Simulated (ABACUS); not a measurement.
# KI (Fm-3m) in ABACUS: further runs

The runs below take KI through band structure, equation of state, with rPW86PBE.

Everything below comes from runs of ABACUS 3.10.1. Logs are shortened: lines on timing, memory, paths and dates and some standing lists are left out, and cuts for length are marked.

**The experiment to reproduce.**

A printed reference work, monograph reports, for a bulk crystal of KI: band gap 6.32 eV.

The results are compared with them further down.

**1. The structure**

Symmetry: Fm-3m, No. 225, cubic system. The conventional cell has a = 7.066 Å, b = 7.066 Å, c = 7.066 Å, α = 90.00°, β = 90.00°, γ = 90.00°. I (site symmetry m-3m) is surrounded by 6 K at 3.53 Å. K (site symmetry m-3m) has 6 I at 3.53 Å as nearest neighbours.

**2. Band structure, rPW86PBE**

File INPUT:

```
INPUT_PARAMETERS
suffix              KI
calculation         nscf
basis_type          pw
pseudo_dir          ./
symmetry            -1
dft_functional      GGA_X_RPW86+GGA_C_PBE
ecutwfc             74.0
pseudo_rcut         10
nspin               1
nbands              18
ks_solver           dav
smearing_method     fd
smearing_sigma      0.00367493
scf_thr             1e-08
scf_nmax            100
mixing_type         broyden
mixing_beta         0.7
init_chg            file
pw_diag_thr         1e-07
out_band            1
kpar                4
```

File STRU:

```
ATOMIC_SPECIES
I 126.9045 53_I_7_2.3_2.5_pbe_n_v1.0.upf
K 39.0983 19_K_9_2.2_2.7_pbe_n_v1.0.upf

LATTICE_CONSTANT
1.8897261246

LATTICE_VECTORS
0.0000000000 3.5327750000 3.5327750000
3.5327750000 0.0000000000 3.5327750000
3.5327750000 3.5327750000 0.0000000000

ATOMIC_POSITIONS
Direct

I
0.0
1
0.5000000000 0.5000000000 0.5000000000 1 1 1

K
0.0
1
0.0000000000 0.0000000000 0.0000000000 1 1 1
```

File KPT:

```
K_POINTS
12
Line
0.00000000 0.00000000 0.00000000 10 // G
0.50000000 0.00000000 0.50000000 10 // X
0.50000000 0.25000000 0.75000000 10 // W
0.37500000 0.37500000 0.75000000 10 // K
0.00000000 0.00000000 0.00000000 10 // G
0.50000000 0.50000000 0.50000000 10 // L
0.62500000 0.25000000 0.62500000 10 // U
0.50000000 0.25000000 0.75000000 10 // W
0.50000000 0.50000000 0.50000000 10 // L
0.37500000 0.37500000 0.75000000 1 // K
0.62500000 0.25000000 0.62500000 10 // U
0.50000000 0.00000000 0.50000000 1 // X
```

Potentials or basis: SPMS ONCV 1.0 PBE, plane waves.

Run with:

```bash
$ OMP_NUM_THREADS=1 mpirun -np 4 abacus > log
```

running log:

```text
ABACUS v3.10.1

               Atomic-orbital Based Ab-initio Computation at UStc

 ------------------------------------------------------------------------------------

 READING GENERAL INFORMATION
                           global_out_dir = OUT.KI/
                           global_in_card = INPUT
                               pseudo_dir = ./
                              orbital_dir =
                                    DSIZE = 4
                                    GSIZE = 1

 READING UNITCELL INFORMATION
                                    ntype = 2
                  lattice constant (Bohr) = 1.88973
              lattice constant (Angstrom) = 1

 READING ATOM TYPE 1
                               atom label = I
                      L=0, number of zeta = 1
                      L=1, number of zeta = 1
                      L=2, number of zeta = 1
             number of atom for this type = 1

 READING ATOM TYPE 2
                               atom label = K
                      L=0, number of zeta = 1
                      L=1, number of zeta = 1
                      L=2, number of zeta = 1
             number of atom for this type = 1

                        TOTAL ATOM NUMBER = 2
DIRECT COORDINATES
    atom                   x                   y                   z     mag                  vx                  vy                  vz
taud_I1            0.5000000000        0.5000000000        0.5000000000  0.0000        0.0000000000        0.0000000000        0.0000000000
taud_K1            0.0000000000        0.0000000000        0.0000000000  0.0000        0.0000000000        0.0000000000        0.0000000000

                          Volume (Bohr^3) = 595.079
                             Volume (A^3) = 88.1815

 Lattice vectors: (Cartesian coordinate: in unit of a_0)
                   +0            +3.53277            +3.53277
             +3.53277                  +0            +3.53277
             +3.53277            +3.53277                  +0
 Reciprocal vectors: (Cartesian coordinate: in unit of 2 pi/a_0)
            -0.141532           +0.141532           +0.141532
            +0.141532           -0.141532           +0.141532
            +0.141532           +0.141532           -0.141532
 The esolver type has been set to : ksdft_pw

                PAO radial cut off (Bohr) = 10

 Read in pseudopotential file is 53_I_7_2.3_2.5_pbe_n_v1.0.upf
                     pseudopotential type = NC
          exchange-correlation functional = PBE
                 nonlocal core correction = 1
                        valence electrons = 7
                                     lmax = 2
                           number of zeta = 2
                     number of projectors = 6
                           L of projector = 0
                           L of projector = 0
                           L of projector = 1
                           L of projector = 1
                           L of projector = 2
                           L of projector = 2
 XC functional updated to : GGA_X_RPW86+GGA_C_PBE
          exchange-correlation functional = GGA_X_RPW86+GGA_C_PBE
                PAO radial cut off (Bohr) = 10

 Read in pseudopotential file is 19_K_9_2.2_2.7_pbe_n_v1.0.upf
                     pseudopotential type = NC
          exchange-correlation functional = PBE
                 nonlocal core correction = 1
                        valence electrons = 9
                                     lmax = 2
                           number of zeta = 3
                     number of projectors = 6
                           L of projector = 0
                           L of projector = 0
                           L of projector = 1
                           L of projector = 1
                           L of projector = 2
                           L of projector = 2
 XC functional updated to : GGA_X_RPW86+GGA_C_PBE
          exchange-correlation functional = GGA_X_RPW86+GGA_C_PBE
     initial pseudo atomic orbital number = 9

 SETUP THE ELECTRONS NUMBER
             electron number of element I = 7
       total electron number of element I = 7
             electron number of element K = 9
       total electron number of element K = 9
            AUTOSET number of electrons:  = 16
                           occupied bands = 8
                                   NBANDS = 18
                                   NLOCAL = 18

%%%%%%%%%%%%%%%%%%%%%%%%%%%%%%%%%%%%%%%%%%%%%%%%%%%%%%%%%%%%%%%%%%%%%%%%%%%%%%%%%%%%%%%%%%%%%%%%%%%%%%%%%%
 Warning: the number of valence electrons in pseudopotential > 1 for K: [Ar] 4s1
 Pseudopotentials with additional electrons can yield (more) accurate outcomes, but may be less efficient.
 If you're confident that your chosen pseudopotential is appropriate, you can safely ignore this warning.
%%%%%%%%%%%%%%%%%%%%%%%%%%%%%%%%%%%%%%%%%%%%%%%%%%%%%%%%%%%%%%%%%%%%%%%%%%%%%%%%%%%%%%%%%%%%%%%%%%%%%%%%%%

 SETUP THE PLANE WAVE BASIS
 energy cutoff for charge/potential (unit:Ry) = 296
            fft grid for charge/potential = [ 54, 54, 54 ]
                        fft grid division = [ 1, 1, 1 ]
        big fft grid for charge/potential = [ 54, 54, 54 ]
                                     nbxx = 157464
                                     nrxx = 157464

 SETUP PLANE WAVES FOR CHARGE/POTENTIAL
                    number of plane waves = 51253
                         number of sticks = 1813

 PARALLEL PW FOR CHARGE/POTENTIAL
     PROC   COLUMNS(POT)             PW
        1           1813          51253
 --------------- sum -------------------
        1           1813          51253
                            number of |g| = 449
                                  max |g| = 26.7618
                                  min |g| = 0

----------- Double Check Mixing Parameters Begin ------------
mixing_type: broyden
mixing_beta: 0.7
mixing_gg0: 1
mixing_gg0_min: 0.1
mixing_ndim: 8
----------- Double Check Mixing Parameters End ------------

 SETUP K-POINTS
                                    nspin = 1
                                   nkstot = 102
K-POINTS DIRECT COORDINATES
 KPOINTS    DIRECT_X    DIRECT_Y    DIRECT_Z  WEIGHT
       1  0.00000000  0.00000000  0.00000000  1.0000
       2  0.05000000  0.00000000  0.05000000  1.0000
       3  0.10000000  0.00000000  0.10000000  1.0000
       4  0.15000000  0.00000000  0.15000000  1.0000
       5  0.20000000  0.00000000  0.20000000  1.0000
       6  0.25000000  0.00000000  0.25000000  1.0000
[... 22 lines left out ...]
      29  0.40000000  0.35000000  0.75000000  1.0000
      30  0.38750000  0.36250000  0.75000000  1.0000
[... 72 further k points ...]

           k-point number in this process = 26
       minimum distributed K point number = 25

[... K-POINTS CARTESIAN COORDINATES: 26 rows ...]

[... K-POINTS DIRECT COORDINATES: 26 rows ...]

 SETUP PLANE WAVES FOR WAVE FUNCTIONS
     energy cutoff for wavefunc (unit:Ry) = 74
              fft grid for wave functions = [ 54, 54, 54 ]
                    number of plane waves = 7727
                         number of sticks = 511

 PARALLEL PW FOR WAVE FUNCTIONS
     PROC   COLUMNS(POT)             PW
        1            511           7727
 --------------- sum -------------------
        1            511           7727

 SETUP NONLOCAL PSEUDOPOTENTIALS IN PLANE WAVE BASIS
 I non-local projectors:
 projector 1 L=0
 projector 2 L=0
 projector 3 L=1
 projector 4 L=1
 projector 5 L=2
 projector 6 L=2
 K non-local projectors:
 projector 1 L=0
 projector 2 L=0
 projector 3 L=1
 projector 4 L=1
 projector 5 L=2
 projector 6 L=2
      TOTAL NUMBER OF NONLOCAL PROJECTORS = 36

 Init Non-Local PseudoPotential table :
 Init Non-Local-Pseudopotential done.

                                     npwx = 6434

 Make real space PAO into reciprocal space.
       max mesh points in Pseudopotential = 1001
     dq(describe PAO in reciprocal space) = 0.01
                                    max q = 1037

 number of pseudo atomic orbitals for I is 2
WARNING: norm of atomic wavefunction # 2 of atomic type I is 0.999992, renormalized

 number of pseudo atomic orbitals for K is 3
WARNING: norm of atomic wavefunction # 3 of atomic type K is 0.990335, renormalized

 -------------------------------------------
 NONSELF-CONSISTENT
 -------------------------------------------
                                 init_chg = file
 try to read charge from file
 Read in the charge density: OUT.KI//KI-CHARGE-DENSITY.restart

 PW ALGORITHM --------------- ION=   1  ELEC=   1--------------------------------

 k(1/102) Iter steps (avg)=16 threshold=1e-07
 k(2/102) Iter steps (avg)=22 threshold=1e-07
 k(3/102) Iter steps (avg)=18 threshold=1e-07

 k(4/102) Iter steps (avg)=17 threshold=1e-07
 k(5/102) Iter steps (avg)=17 threshold=1e-07
 k(6/102) Iter steps (avg)=18 threshold=1e-07

 k(7/102) Iter steps (avg)=19 threshold=1e-07
 k(8/102) Iter steps (avg)=21 threshold=1e-07
 k(9/102) Iter steps (avg)=27 threshold=1e-07
 k(10/102) Iter steps (avg)=32 threshold=1e-07

 k(11/102) Iter steps (avg)=18 threshold=1e-07
 k(12/102) Iter steps (avg)=33 threshold=1e-07
 k(13/102) Iter steps (avg)=32 threshold=1e-07
 k(14/102) Iter steps (avg)=27 threshold=1e-07
 k(15/102) Iter steps (avg)=28 threshold=1e-07
 k(16/102) Iter steps (avg)=32 threshold=1e-07
 k(17/102) Iter steps (avg)=29 threshold=1e-07
 k(18/102) Iter steps (avg)=28 threshold=1e-07
 k(19/102) Iter steps (avg)=31 threshold=1e-07
 k(20/102) Iter steps (avg)=29 threshold=1e-07
 k(21/102) Iter steps (avg)=29 threshold=1e-07
 k(22/102) Iter steps (avg)=27 threshold=1e-07
 k(23/102) Iter steps (avg)=26 threshold=1e-07
 k(24/102) Iter steps (avg)=24 threshold=1e-07
 k(25/102) Iter steps (avg)=23 threshold=1e-07
 k(26/102) Iter steps (avg)=25 threshold=1e-07
[... levels at 26 k points of this process ...]

 Density error is 0.00000000000
                          Error Threshold = 1.00000000000e-07
----------------------------------------------------------
     Energy           Rydberg                 eV
----------------------------------------------------------
 E_KohnSham     -86.0537995605       -1170.8220085733
 E_KS(sigma->0) -86.0537995605       -1170.8220085733
 E_Harris       -86.0537995605       -1170.8220085733
 E_band         -9.6935536776        -131.8875638841
 E_one_elec     -29.2626043269       -398.1381571658
 E_Hartree      18.9302412558        257.5591455934
 E_xc           -20.7977608928       -282.9680537834
 E_Ewald        -54.9236755966       -747.2749432176
 E_entropy(-TS) -0.0000000000        -0.0000000000
 E_descf        0.0000000000         0.0000000000
 E_exx          0.0000000000         0.0000000000
 E_Fermi        0.2766368013         3.7638367740
----------------------------------------------------------

 charge density convergence is achieved
 final etot is -1170.8220086 eV
 EFERMI = 3.7638367740 eV

 STATE ENERGY(eV) AND OCCUPATIONS    NSPIN == 1
 1/26 kpoint (Cartesian) = 0.0000 0.0000 0.0000 (6375 pws)
       1       -27.2005      0.0196078
       2       -10.6468      0.0196078
       3       -10.6468      0.0196078
       4       -10.6468      0.0196078
       5       -9.20649      0.0196078
       6        1.35264      0.0196078
[... 10 lines left out ...]
      17        14.0186        0.00000
      18        14.0186        0.00000

 2/26 kpoint (Cartesian) = 0.0000 0.014153 0.0000 (6371 pws)
       1       -27.2004      0.0196078
       2       -10.6518      0.0196078
       3       -10.6473      0.0196078
       4       -10.6473      0.0196078
       5       -9.19684      0.0196078
       6        1.28921      0.0196078
[... 10 lines left out ...]
      17        13.7031    9.14172e-89
      18        13.7175    6.85420e-89

 3/26 kpoint (Cartesian) = 0.0000 0.028306 0.0000 (6359 pws)
       1       -27.2002      0.0196078
       2       -10.6647      0.0196078
       3       -10.6486      0.0196078
       4       -10.6486      0.0196078
       5       -9.17077      0.0196078
       6        1.12580      0.0196078
[... 10 lines left out ...]
      17        13.2797    4.35581e-85
      18        13.2797    4.35580e-85

 4/26 kpoint (Cartesian) = 0.0000 0.042460 0.0000 (6390 pws)
       1       -27.1999      0.0196078
       2       -10.6812      0.0196078
       3       -10.6507      0.0196078
       4       -10.6507      0.0196078
       5       -9.13569      0.0196078
       6       0.918734      0.0196078
[... 10 lines left out ...]
      17        12.8700    1.57480e-81
      18        12.8700    1.57480e-81

 5/26 kpoint (Cartesian) = 0.0000 0.056613 0.0000 (6390 pws)
       1       -27.1995      0.0196078
       2       -10.6963      0.0196078
       3       -10.6532      0.0196078
       4       -10.6532      0.0196078
       5       -9.10060      0.0196078
       6       0.718129      0.0196078
[... 10 lines left out ...]
      17        12.4940    2.90591e-78
      18        12.5511    9.27183e-79

 6/26 kpoint (Cartesian) = 0.0000 0.070766 0.0000 (6374 pws)
       1       -27.1991      0.0196078
       2       -10.7063      0.0196078
       3       -10.6561      0.0196078
       4       -10.6561      0.0196078
       5       -9.07309      0.0196078
       6       0.555021      0.0196078
[... 10 lines left out ...]
      17        12.1678    1.98025e-75
      18        13.0729    2.72414e-83

[... levels at 20 further k points ...]

 --------------------------------------------
 !FINAL_ETOT_IS -1170.822008573304 eV
 --------------------------------------------

 Output bands in file: OUT.KI/BANDS_1.dat
```

Wall time 38 s (4 MPI ranks of Intel Xeon Platinum 8259CL at 2.50GHz (Skylake/Cascade Lake), shared host); peak memory 0.64 GiB.

Results:

| Quantity | Value |
| --- | --- |
| Band gap along the path | 3.82 eV, direct |

Levels at the corners of the path, in eV from the Fermi level:
```tsv
point	band 4	band 5	band 6	band 7	band 8	band 9	band 10	band 11	band 12	band 13
Γ	-14.41	-12.97	-2.41	-2.41	-2.41	1.41	4.01	4.01	4.01	4.75
X	-14.43	-12.83	-3.42	-2.78	-2.78	2.44	3.23	5.64	6.20	6.30
W	-14.44	-12.77	-3.15	-3.15	-3.02	3.98	3.98	4.13	5.66	6.37
K	-14.42	-12.77	-3.28	-3.18	-2.80	3.12	4.12	5.13	5.76	6.06
Γ	-14.41	-12.97	-2.41	-2.41	-2.41	1.41	4.01	4.01	4.01	4.75
L	-14.41	-12.69	-3.75	-2.75	-2.75	3.02	5.21	5.69	5.69	6.19
U	-14.42	-12.77	-3.28	-3.18	-2.80	3.12	4.12	5.13	5.76	6.06
W	-14.44	-12.77	-3.15	-3.15	-3.02	3.98	3.98	4.13	5.66	6.37
L	-14.41	-12.69	-3.75	-2.75	-2.75	3.02	5.21	5.69	5.69	6.19
K	-14.42	-12.77	-3.28	-3.18	-2.80	3.12	4.12	5.13	5.76	6.06
U	-14.42	-12.77	-3.28	-3.18	-2.80	3.12	4.12	5.13	5.76	6.06
X	-14.43	-12.83	-3.42	-2.78	-2.78	2.44	3.23	5.64	6.20	6.30
```

Caveat: the density is read from an earlier self-consistent run, whose mesh may be coarse; the potentials were made for another functional, which shifts forces and pressure; spin-orbit coupling is left out, which moves the levels of the heavy elements.

**3. Equation of state, rPW86PBE, 41.45 Å³/atom (volume scaled by 0.94)**

File INPUT:

```
INPUT_PARAMETERS
suffix              KI
calculation         scf
basis_type          pw
pseudo_dir          ./
latname             fcc
symmetry            1
dft_functional      GGA_X_RPW86+GGA_C_PBE
ecutwfc             74
pseudo_rcut         10
nspin               1
nbands              12
ks_solver           dav
smearing_method     fd
smearing_sigma      0.00367493
scf_thr             1e-08
scf_nmax            100
mixing_type         broyden
mixing_beta         0.7
cal_force           1
cal_stress          1
kpar                4
```

Changes to STRU since step 2:

```diff
@@ -5,8 +5,3 @@
 LATTICE_CONSTANT
-1.8897261246
-
-LATTICE_VECTORS
-0.0000000000 3.5327750000 3.5327750000
-3.5327750000 0.0000000000 3.5327750000
-3.5327750000 3.5327750000 0.0000000000
+13.0793890738
```

File KPT:

```
K_POINTS
0
Gamma
6 6 6 0 0 0
```

Potentials or basis: SPMS ONCV 1.0 PBE, plane waves.

Run with:

```bash
$ OMP_NUM_THREADS=1 mpirun -np 4 abacus > log
```

It took 13 s on 4 MPI ranks of Intel Xeon Platinum 8259CL at 2.50GHz (Skylake/Cascade Lake), shared host; peak memory 0.48 GiB.

Results (log left out):

- Free energy: -1170.7965 eV
- Pressure: 1.7 GPa
- Band gap on the k mesh: 3.98 eV, direct

Caveat: the potentials were made for another functional, which shifts forces and pressure; spin-orbit coupling is left out, which moves the levels of the heavy elements.

**4. Equation of state, rPW86PBE, 43.21 Å³/atom (volume scaled by 0.98)**

INPUT is that of step 3.

Changes to STRU since step 3:

```diff
@@ -5,3 +5,3 @@
 LATTICE_CONSTANT
-13.0793890738
+13.2623412876
```

KPT is that of step 3.

Run with:

```bash
$ OMP_NUM_THREADS=1 mpirun -np 4 abacus > log
```

It took 12 s on 4 MPI ranks of Intel Xeon Platinum 8259CL at 2.50GHz (Skylake/Cascade Lake), shared host; peak memory 0.48 GiB.

The run converged. Its results:

```yaml
Free_energy: -1170.8247 eV
Pressure: 0.9 GPa
Band_gap_on_the_k_mesh: 3.87 eV, direct
```

Caveat: the potentials were made for another functional, which shifts forces and pressure; spin-orbit coupling is left out, which moves the levels of the heavy elements.

**5. Equation of state, rPW86PBE, 44.97 Å³/atom (volume scaled by 1.02)**

INPUT is that of step 4.

Changes to STRU since step 4:

```diff
@@ -5,3 +5,3 @@
 LATTICE_CONSTANT
-13.2623412876
+13.4403805362
```

KPT is that of step 4.

Run with:

```bash
$ OMP_NUM_THREADS=1 mpirun -np 4 abacus > log
```

Run time: 13 s. Hardware: 4 MPI ranks of Intel Xeon Platinum 8259CL at 2.50GHz (Skylake/Cascade Lake), shared host; peak memory 0.48 GiB.

It converged, with:

```
Free energy            : -1170.8388 eV
Pressure               : 0.4 GPa
Band gap on the k mesh : 3.77 eV, direct
```

Caveat: the potentials were made for another functional, which shifts forces and pressure; spin-orbit coupling is left out, which moves the levels of the heavy elements.

**6. Equation of state, rPW86PBE, 46.74 Å³/atom (volume scaled by 1.06)**

INPUT is that of step 5.

Changes to STRU since step 5:

```diff
@@ -5,3 +5,3 @@
 LATTICE_CONSTANT
-13.4403805362
+13.6138239308
```

KPT is that of step 5.

Potentials or basis: SPMS ONCV 1.0 PBE, plane waves.

Run with:

```bash
$ OMP_NUM_THREADS=1 mpirun -np 4 abacus > log
```

Run time: 13 s. Hardware: 4 MPI ranks of Intel Xeon Platinum 8259CL at 2.50GHz (Skylake/Cascade Lake), shared host; peak memory 0.48 GiB.

Results (log left out):

```yaml
Free_energy: -1170.8417 eV
Pressure: -0.1 GPa
Band_gap_on_the_k_mesh: 3.68 eV, direct
```

Caveat: the potentials were made for another functional, which shifts forces and pressure; spin-orbit coupling is left out, which moves the levels of the heavy elements.

**7. Equation of state, rPW86PBE**

Potentials or basis: SPMS ONCV 1.0 PBE, plane waves.

No new run: the results of the series are fitted here.

What came out:

* Equilibrium volume: 46.36 Å³/atom
* Bulk modulus: 11.2 GPa
* Pressure derivative of the bulk modulus: 4.9 (rough: it moves with the points fitted)

Energy against volume, from the lowest point:
```csv
volume (Å³/atom),energy (meV/atom)
41.445,22.61
43.209,8.49
44.973,1.43
46.736,0.00
```

Caveat: the potentials were made for another functional, which shifts forces and pressure. Zero-point motion and thermal expansion aren't in these numbers.

**8. Comparison with measurements**

Step 2. A measured gap of KI is 6.32 eV (a printed reference work, monograph); the calculated 3.82 eV misses it by -2.50 eV. Spin-orbit coupling on I is left out. The value is that of rPW86PBE, without temperature or zero-point motion.
